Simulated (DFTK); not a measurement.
The system is BN.

```
N B
1.0
     0.00000    1.81300    1.81300
     1.81300    0.00000    1.81300
     1.81300    1.81300    0.00000
N B
1 1
Direct
  0.25000 0.25000 0.25000
  0.00000 0.00000 0.00000
```

The cell is a database's computed one.

Program: DFTK 0.8.2. Alike in all runs: task band structure; no spin polarisation; cell as given; smearing fermi-dirac 0.05 eV.

Problem. Order these runs on this cell by their pressure, lowest first.
A. level PBEsol; potentials or basis SPMS 1.0 (PBE); k mesh 13 × 13 × 13; cutoff (eV) 1225
B. level LDA; potentials or basis cp2k.nc.sr.lda.v0_1.largecore.gth (LDA, GTH); k mesh 13 × 13 × 13; cutoff (eV) 2231
C. level r2SCAN; potentials or basis cp2k.nc.sr.pbe.v0_1.semicore.gth (PBE, GTH); k mesh 10 × 10 × 10; cutoff (eV) 2884

Solution. B (-15.6 GPa), A (-6.0 GPa), C (-3.2 GPa).

Caveats: GTH potentials come without recommended cutoffs, and this one wasn't checked for convergence (some runs); the potentials were made for another functional, which shifts forces and pressure (some runs); so large a pressure means that the cell lies far from this level's equilibrium, or that cutoff or potentials fall short (some runs).
